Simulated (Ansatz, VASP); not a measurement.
## Rh: VASP beside Ansatz

File INCAR:

```
PREC = Accurate
ENCUT = 520
EDIFF = 1E-6
ISMEAR = -1
SIGMA = 0.1
LREAL = F
LASPH = T
NELM = 80
ALGO = Normal
ISIF = 2
LWAVE = F
LCHARG = T
GGA = RP
LELF = T
LVHAR = T
NBANDS = 14
```

KPOINTS

```
Automatic mesh
0
Gamma
  14 14 14
```

POSCAR

```
Rh
1.0
    2.4859979061      0.0000000000      0.0000000000
    0.0000000000      2.4859979061      0.0000000000
    0.0000000000      0.0000000000      2.4859979061
Rh
1
Direct
    0.0000000000      0.0000000000      0.0000000000
```

Input for Ansatz:

```yaml
crystal:
  lattice:
    - [2.4859979061, 0.0, 0.0]
    - [0.0, 2.4859979061, 0.0]
    - [0.0, 0.0, 2.4859979061]
  atoms:
    - { symbol: Rh, position: [0.0, 0.0, 0.0] }
hamiltonian:
  xc: rpbe
  pseudopotentials:
    kind: paw
    azcp:
      Rh: "pseudopotentials/Rh.paw.azcp"
basis:
  ecutwfc: 420
  fft_grid_basis: typed
kpoints:
  mp_grid: { grid: [14, 14, 14], shift: [0, 0, 0] }
magnetization:
  spin_polarized: false
scf:
  occupations: { method: fermi_dirac, width: 0.1 }
  lower_state_search: "off"
output:
  stress: true
```

Alike in both runs: task single point; functional RPBE; k mesh 14 × 14 × 14; occupations fermi-dirac, width 0.1 eV; no spin polarisation.

|  | VASP | Ansatz |
| --- | --- | --- |
| version | VASP 6.6.1 | Ansatz 0.2.0 |
| potentials or method | VASP PAW PBE potentials, release 64 (Rh_pv) | plane waves (420 eV) with PAW, scalar-relativistic |
| plane-wave cutoff (eV) | 520 | 420 |
| valence electrons in the cell | 15 | 17 |

Ansatz gave:

```
pressure (GPa) : 16.9
```

**Question.** What did VASP give for the same quantities?

**Answer.** Pressure (GPa): 17.1.

The two sets of potentials don't hold the same shells in valence.

Caveats: so large a pressure means that the cell lies far from this level's equilibrium, or that cutoff or potentials fall short (VASP); the potentials were made for another functional, which shifts forces and pressure (VASP).
